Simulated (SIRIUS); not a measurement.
# Au (Fm-3m) in SIRIUS: reference runs

Aim: a first look at Au with PBEsol, on the cell as given and on a disturbed one.

Program: SIRIUS 7.10.0. These are calculated values, not measurements. Logs are shortened: lines on timing, memory, paths and dates and some standing lists are left out, and cuts for length are marked. The log counts tension as positive stress, the text compression.

### 1 Starting point

It takes space group Fm-3m (No. 225, cubic). The conventional cell has a = 4.070 Å, b = 4.070 Å, c = 4.070 Å, α = 90.00°, β = 90.00°, γ = 90.00°. Au (site symmetry m-3m) is surrounded by 12 Au at 2.88 Å.

### 2 Single point, PBEsol

File sirius.json:

```json
{
  "control": {
    "processing_unit": "cpu",
    "verbosity": 2,
    "num_bands_to_print": 17,
    "print_forces": true,
    "print_stress": true
  },
  "parameters": {
    "electronic_structure_method": "pseudopotential",
    "xc_functionals": ["XC_GGA_X_PBE_SOL", "XC_GGA_C_PBE_SOL"],
    "gk_cutoff": 8.8,
    "pw_cutoff": 17.6,
    "ngridk": [11, 11, 11],
    "shiftk": [0, 0, 0],
    "smearing": "fermi_dirac",
    "smearing_width": 0.0018374661,
    "num_bands": 17,
    "num_mag_dims": 0,
    "num_dft_iter": 100,
    "energy_tol": 1e-08,
    "density_tol": 1e-06
  },
  "iterative_solver": {
    "type": "davidson",
    "min_tolerance": 1e-09,
    "tolerance_scale": [0.1, 0.25]
  },
  "mixer": {
    "type": "anderson",
    "beta": 0.7,
    "max_history": 8
  },
  "settings": {
    "tol_ne": 1e-10,
    "pseudo_grid_cutoff": 6.5
  },
  "unit_cell": {
    "lattice_vectors": [
      [0.0, 3.845592663613, 3.845592663613],
      [3.845592663613, 0.0, 3.845592663613],
      [3.845592663613, 3.845592663613, 0.0]
    ],
    "atom_coordinate_units": "lattice",
    "atom_types": ["Au"],
    "atom_files": {
      "Au": "Au.json"
    },
    "atoms": {
      "Au": [
        [0.0, 0.0, 0.0]
      ]
    }
  }
}
```

Potentials or basis: PseudoDojo 0.4.1 PBEsol standard (scalar relativistic).

Run with:

```bash
$ upf_to_json Au.upf
$ OMP_NUM_THREADS=1 sirius.scf --input=sirius.json --output=out.json --task=0
```

Output:

```text
[info] SIRIUS version : 7.10.0
[info] number of MPI ranks           : 1
[info] MPI grid                      : 1 1
[info] maximum number of OMP threads : 1
[fft] FFT context for density and potential
[fft] =====================================
[fft]   comm size                             : 1
[fft]   plane wave cutoff                     : 17.6
[fft]   grid size                             : 36 36 36   total : 46656
[fft]   grid limits                           : -17 18   -17 18   -17 18
[fft]   number of G-vectors within the cutoff : 5245
[fft]   local number of G-vectors             : 5245
[fft]   number of G-shells                    : 317
[fft] FFT context for coarse grid
[fft] =====================================
[fft]   comm size                             : 1
[fft]   plane wave cutoff                     : 17.6
[fft]   grid size                             : 36 36 36   total : 46656
[fft]   grid limits                           : -17 18   -17 18   -17 18
[fft]   number of G-vectors within the cutoff : 5245
[fft]   local number of G-vectors             : 5245
[fft]   number of G-shells                    : 317
[unit cell] lattice vectors
[unit cell]   a1 :       0.0000000000      3.8455926636      3.8455926636
[unit cell]   a2 :       3.8455926636      0.0000000000      3.8455926636
[unit cell]   a3 :       3.8455926636      3.8455926636      0.0000000000
[unit cell] reciprocal lattice vectors
[unit cell]   b1 :      -0.8169332866      0.8169332866      0.8169332866
[unit cell]   b2 :       0.8169332866     -0.8169332866      0.8169332866
[unit cell]   b3 :       0.8169332866      0.8169332866     -0.8169332866
[unit cell] unit cell volume :       113.74173208 [a.u.^3]
[unit cell] 1/sqrt(omega)    :         0.09376485
[unit cell] MT volume        :         0.00000000 ( 0.00%)
[unit cell] IT volume        :       113.74173208 (100.00%)
[unit cell] number of atom types : 1
[unit cell] type id : 0 symbol : Au mt_radius :  13.390000 num_atoms : 1
[unit cell] total number of atoms : 1
[unit cell] number of symmetry classes : 1
[unit cell] number of PAW atoms : 0
[unit cell] atom id  type id  class id             position                      vector_field
[unit cell] ------------------------------------------------------------------------------------------
[unit cell]      0        0        0      0.00000   0.00000   0.00000      0.00000   0.00000   0.00000
[unit cell] atom id         position (Cartesian, a.u.)
[unit cell] ---------------------------------------------
[unit cell]      0       0.000000    0.000000    0.000000
[unit cell] class id : 0 atom id : 0
[unit cell] minimum bond length:     5.438489
[unit cell] total number of pseudo wave-functions: 10
[sym] space group number   : 225
[sym] international symbol : Fm-3m
[sym] Hall symbol          : -F 4 2 3
[sym] space group transformation matrix :
[sym]   0.0000  0.5000  0.5000
[sym]   0.5000  0.0000  0.5000
[sym]   0.5000  0.5000  0.0000
[sym] space group origin shift :
[sym]   0.0000  0.0000  0.0000
[sym] number of space group operations  : 48
[sym] number of magnetic group operations : 48
[sym] metric tensor error: 0.0000e+00
[sym] rotation matrix error: 3.3666e-17
[sym] symmetry operations
[... list of symmetry operations ...]
[atom type] label          : Au
[atom type] --------------------------------------------------------------------------------
[atom type] symbol         : Au
[atom type] name           :
[atom type] zn             : 19
[... 176 lines left out ...]
[find] Efermi                         :       0.76436691
[find] iteration : 3, RMS : 1.606297057081e-04, energy difference : -4.849681644714e-05
[find] Hartree energy of density residual : 5.439523491360e-07
[find] | SCF iteration   4 out of 100|
[diagonalize] iterative solver tolerance (occupied, empty): 1.60215e-05 1.60215e-05
[... 38 lines left out ...]
[find] Free energy (E-TS)             :    -147.42260414 (Ha),    -294.84520828 (Ry)
[find] band gap (eV)                  :       0.00000000
[find] Efermi                         :       0.76448658
[find] iteration : 8, RMS : 1.257744052914e-07, energy difference : 5.911573452977e-09
[find] Hartree energy of density residual : 7.180735100054e-14
[find] | SCF iteration   9 out of 100|
[diagonalize] iterative solver tolerance (occupied, empty): 6.26562e-09 6.26562e-09
[diagonalize] average number of iterations: 1.625
[find] Total energy                   :    -147.42254858 (Ha),    -294.84509716 (Ry)
[find] Free energy (E-TS)             :    -147.42260414 (Ha),    -294.84520828 (Ry)
[find] band gap (eV)                  :       0.00000000
[find] Efermi                         :       0.76448652
[find] iteration : 9, RMS : 8.819530769845e-08, energy difference : -3.149978056172e-10
[find] Hartree energy of density residual : 1.310910117269e-13
[find] bands are converged : true
[find] iterative solver converged : false
[find] +------------------------------+
[find] | SCF iteration  10 out of 100|
[find] +------------------------------+
[diagonalize] iterative solver tolerance (occupied, empty): 1.5664e-09 1.5664e-09
[diagonalize] average number of iterations: 2.01786
[diagonalize] Lowest band energies
[diagonalize] ik:    0   -3.119325   -1.325912   -1.325912   -1.325912    0.395196    0.590616    0.590616    0.590616    0.648061    0.648061    1.294317    1.443173    1.443173    1.443173    1.625286    1.792794    1.792794
[diagonalize] ik:    1   -3.119288   -1.326585   -1.326014   -1.326014    0.405837    0.587197    0.594189    0.594189    0.646531    0.646531    1.306291    1.384146    1.455936    1.455936    1.655049    1.728895    1.741064
[diagonalize] ik:    2   -3.119191   -1.328384   -1.326286   -1.326286    0.435057    0.581523    0.600654    0.600654    0.646615    0.646615    1.268502    1.337063    1.487314    1.487314    1.576429    1.652711    1.652711
[diagonalize] ik:    3   -3.119063   -1.330725   -1.326643   -1.326643    0.470385    0.589666    0.600205    0.600205    0.658210    0.658210    1.143223    1.328534    1.493506    1.493506    1.571374    1.605252    1.605252
[diagonalize] ik:    4   -3.118946   -1.332860   -1.326970   -1.326970    0.488503    0.594295    0.594295    0.636041    0.677353    0.677353    1.011790    1.297151    1.439420    1.439420    1.639569    1.639569    1.642278
[diagonalize] ...
[diagonalize] ik:   51   -3.118717   -1.332989   -1.330212   -1.328978    0.520661    0.534160    0.633351    0.666070    0.701525    0.897838    0.944095    1.064622    1.151894    1.470254    1.565900    1.703199    1.861999
[diagonalize] ik:   52   -3.118790   -1.332359   -1.329910   -1.328229    0.544934    0.551371    0.578187    0.654789    0.677076    0.793923    1.050128    1.108707    1.223318    1.513752    1.534836    1.709698    1.799695
[diagonalize] ik:   53   -3.118747   -1.332279   -1.330667   -1.328557    0.548836    0.557417    0.579810    0.643838    0.690732    0.865809    0.967280    1.092323    1.181941    1.499434    1.597459    1.743411    1.808950
[diagonalize] ik:   54   -3.118724   -1.332512   -1.330469   -1.329055    0.534126    0.545495    0.603028    0.655211    0.701677    0.886445    0.984771    1.060722    1.128156    1.542985    1.566494    1.671526    1.858270
[diagonalize] ik:   55   -3.118720   -1.331784   -1.331332   -1.329009    0.542117    0.561801    0.583456    0.643662    0.701546    0.919672    0.982005    1.018380    1.135690    1.541989    1.614868    1.682151    1.797543
[find] Charges and magnetic moments
[find] --------------------------------------------------------------------------------
[find] total charge          : 19.000000
[find] Energy
[find] --------------------------------------------------------------------------------
[find] valence_eval_sum               :      -7.53775610
[find] <rho|V^{XC}>                   :     -18.64003614
[find] <rho|E^{XC}>                   :     -25.13585148
[find] <mag|B^{XC}>                   :       0.00000000
[find] <rho|V^{H}>                    :      51.57897812
[find] one-electron contribution      :     -40.47669807 (Ha),     -80.95339614 (Ry)
[find] hartree contribution           :      25.78948906
[find] xc contribution                :     -25.13585148
[find] ewald contribution             :    -107.59948814
[find] PAW contribution               :       0.00000000
[find] smearing (-TS)                 :      -0.00005556
[find] SCF correction                 :       0.00000005
[find] Total energy                   :    -147.42254858 (Ha),    -294.84509716 (Ry)
[find] Free energy (E-TS)             :    -147.42260414 (Ha),    -294.84520828 (Ry)
[find] band gap (eV)                  :       0.00000000
[find] Efermi                         :       0.76448658
[find] iteration : 10, RMS : 2.033085971020e-08, energy difference : 2.585238689790e-10
[find] Hartree energy of density residual : 3.679980439979e-15
[find] bands are converged : true
[find] iterative solver converged : true
[find] converged after 11 SCF iterations!
[find] Charges and magnetic moments
[find] --------------------------------------------------------------------------------
[find] total charge          : 19.000000
[find] Energy
[find] --------------------------------------------------------------------------------
[find] valence_eval_sum               :      -7.53775610
[find] <rho|V^{XC}>                   :     -18.64003614
[find] <rho|E^{XC}>                   :     -25.13585148
[find] <mag|B^{XC}>                   :       0.00000000
[find] <rho|V^{H}>                    :      51.57897812
[find] one-electron contribution      :     -40.47669807 (Ha),     -80.95339614 (Ry)
[find] hartree contribution           :      25.78948906
[find] xc contribution                :     -25.13585148
[find] ewald contribution             :    -107.59948814
[find] PAW contribution               :       0.00000000
[find] smearing (-TS)                 :      -0.00005556
[find] SCF correction                 :       0.00000005
[find] Total energy                   :    -147.42254858 (Ha),    -294.84509716 (Ry)
[find] Free energy (E-TS)             :    -147.42260414 (Ha),    -294.84520828 (Ry)
[find] band gap (eV)                  :       0.00000000
[find] Efermi                         :       0.76448658
[ground_state] === stress tensor components [kbar] ===
[ground_state] === stress_kin ===
[ground_state] -73333.499890   -0.000000    0.000000
[ground_state]    -0.000000-73333.499890    0.000000
[ground_state]     0.000000    0.000000-73333.499890
[ground_state] === stress_har ===
[ground_state] -22236.132411   -0.000000   -0.000000
[ground_state]    -0.000000-22236.132411    0.000000
[ground_state]    -0.000000    0.000000-22236.132411
[ground_state] === stress_ewald ===
[ground_state] 92774.093353    0.000000   -0.000000
[ground_state]     0.00000092774.093353   -0.000000
[ground_state]    -0.000000   -0.00000092774.093353
[ground_state] === stress_vloc ===
[ground_state]  1493.046183    0.000000   -0.000000
[ground_state]     0.000000 1493.046183   -0.000000
[ground_state]    -0.000000   -0.000000 1493.046183
[ground_state] === stress_xc ===
[ground_state] -16612.503183   -0.000000    0.000000
[ground_state]    -0.000000-16612.503183    0.000000
[ground_state]     0.000000    0.000000-16612.503183
[ground_state] === stress_core ===
[ground_state] 32228.560890    0.000000   -0.000000
[ground_state]     0.00000032228.560890   -0.000000
[ground_state]    -0.000000   -0.00000032228.560890
[ground_state] === stress_nonloc ===
[ground_state] -14326.153708   -0.000000    0.000000
[ground_state]    -0.000000-14326.153708    0.000000
[ground_state]     0.000000    0.000000-14326.153708
[ground_state] === stress_us_nl ===
[ground_state] -14326.153708   -0.000000    0.000000
[ground_state]    -0.000000-14326.153708    0.000000
[ground_state]     0.000000    0.000000-14326.153708
[ground_state] === stress_total ===
[ground_state]   -12.588765   -0.000000    0.000000
[ground_state]    -0.000000  -12.588765    0.000000
[ground_state]     0.000000    0.000000  -12.588765
[ground_state] ==== total Forces in Ha/bohr =====
[ground_state] atom:    0, force:       0.0000000      0.0000000      0.0000000
[... 8 lines left out ...]
[ground_state] ==== Ewald forces from ions =====
[ground_state] atom:    0, force:       0.0000000      0.0000000      0.0000000
[~DFT_ground_state] local op. applied: 23674
[~DFT_ground_state] evp. work count: 5653.91
[~DFT_ground_state] number of iterative solver steps: 1618
```

It took 24 s on 1 thread of Arm Neoverse V2, shared host; peak memory 0.28 GiB.

What came out:

* Free energy: -4011.5734 eV
* Pressure: 1.3 GPa
* Band gap on the k mesh: none (metal or under the smearing width)

(Part 1 of 2 ends here.)
